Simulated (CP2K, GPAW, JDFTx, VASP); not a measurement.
One calculation of Se, 4 ways

```xyz
3
Lattice="4.3662 0.0000 0.0000 -2.1831 3.7812 0.0000 0.0000 0.0000 4.9536" Properties=species:S:1:pos:R:3 pbc="T T T"
Se    1.6910    2.9289    0.0000
Se   -0.4921    0.8523    3.3024
Se    0.9841    0.0000    1.6512
```

Alike in all runs: task single point; functional PBEsol; k mesh 7 × 7 × 6; occupations gaussian, width 0.1 eV; no spin polarisation; no spin-orbit coupling. Pressure is positive in compression and, in plane waves, holds the error of the finite cutoff.

```csv
program and potentials,plane-wave cutoff (eV),notes,pressure (GPa),largest force (eV/Å)
"JDFTx, PseudoDojo-SR-PBEsol-0.4.1-standard with smoothed tails",1170,16 valence electrons an atom on average,0.19,0.307
"CP2K, POTENTIAL_UZH Se GTH-PBE-q6; TZVP-MOLOPT-PBE-GTH basis",-,atomic basis; potentials made for PBE; 6 valence electrons an atom on average,1.94,0.738
"GPAW, PAW data sets generated for this functional",600,6 valence electrons an atom on average,0.21,0.310
"VASP, PBE PAW files Se, 500 eV",500,potentials made for PBE; 6 valence electrons an atom on average,0.36,0.333
```

Force on atom 3 (Se), eV/Å:

| program and potentials | x | y | z |
| --- | --- | --- | --- |
| JDFTx, PseudoDojo-SR-PBEsol-0.4.1-standard with smoothed tails | 0.307 | 0.000 | 0.000 |
| CP2K, POTENTIAL_UZH Se GTH-PBE-q6; TZVP-MOLOPT-PBE-GTH basis | 0.738 | 0.000 | 0.000 |
| GPAW, PAW data sets generated for this functional | 0.310 | 0.000 | 0.000 |
| VASP, PBE PAW files Se, 500 eV | 0.333 | 0.000 | 0.000 |

The pressure spans 0.19 (JDFTx, PseudoDojo-SR-PBEsol-0.4.1-standard with smoothed tails) to 1.94 GPa (CP2K, POTENTIAL_UZH Se GTH-PBE-q6; TZVP-MOLOPT-PBE-GTH basis). The pressure on the cell as given of CP2K, POTENTIAL_UZH Se GTH-PBE-q6; TZVP-MOLOPT-PBE-GTH basis lies far from the others; the cause wasn't traced. Rows in atomic bases carry the error of their basis and grid, which can be large.

Differences between rows come from potentials, basis sets and numerical settings, since the functional is the same but for its coding. Runs on potential files found faulty are left out.
